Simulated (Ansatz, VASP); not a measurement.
**CoSi in VASP and in Ansatz**

Contents of INCAR:

```
SYSTEM = CoSi
PREC = Accurate
ENCUT = 520
EDIFF = 1E-7
ISMEAR = -1
SIGMA = 0.05
LREAL = .False.
LASPH = .True.
NELM = 150
ALGO = Normal
ISIF = 2
LWAVE = .False.
LCHARG = .True.
ISPIN = 2
MAGMOM = 2 0
LORBIT = 11
LMAXMIX = 4
GGA = PS
LELF = .True.
LVHAR = .True.
NBANDS = 18
```

KPOINTS

```
Automatic mesh
0
Gamma
  10 10 10
  0 0 0
```

File POSCAR:

```
CoSi
1.0
    2.7997539673      0.0000000000      0.0000000000
    0.0000000000      2.7997539673      0.0000000000
    0.0000000000      0.0000000000      2.7997539673
Co Si
1 1
Direct
    0.0000000000      0.0000000000      0.0000000000
    0.5000000000      0.5000000000      0.5000000000
```

File input.yaml:

```yaml
crystal:
  lattice:
    - [2.7997539673, 0.0, 0.0]
    - [0.0, 2.7997539673, 0.0]
    - [0.0, 0.0, 2.7997539673]
  atoms:
    - { symbol: Co, position: [0.0, 0.0, 0.0], spin: 2.0 }
    - { symbol: Si, position: [0.5, 0.5, 0.5] }
kpoints:
  mp_grid: { grid: [10, 10, 10] }
scf:
  occupations: { method: fermi_dirac, width: 0.05 }
hamiltonian:
  xc: pbesol
  pseudopotentials: { kind: all_electron, lapw: { basis_error: 0.001 } }
magnetization:
  spin_polarized: true
output:
  forces: true
  stress: true
  eigenvalues: true
```

Change from the starting cell: volume scaled by 1.02.

Alike in both runs: task single point; functional PBEsol; k mesh 10 × 10 × 10; occupations fermi-dirac, width 0.05 eV; collinear spin.

|  | VASP | Ansatz |
| --- | --- | --- |
| version | VASP 6.6.1 | Ansatz 0.2.0 |
| potentials or method | VASP PAW PBE potentials, release 64 (Co, Si) | all-electron LAPW, scalar-relativistic |
| plane-wave cutoff (eV) | 520 | see its input |

```csv
,VASP,Ansatz,Ansatz less VASP
gap on the k mesh at the Fermi level (eV),none,none,-
pressure (GPa),-10.2,-10.3,-0.09
net moment per atom (μB),0.27,0.27,+0.005
size of the moment on the site where the two differ most (μB),0.54,0.55,+0.016
```

Site moments also hang on the region over which each program counts them. A gap of «none» marks a metal or a gap that the smearing closes. Ansatz ran all-electron here, so the differences hold the error of VASP's frozen core and of both bases.

Caveats: the PAW data sets were made with another functional, which shifts forces and pressure a little (VASP).
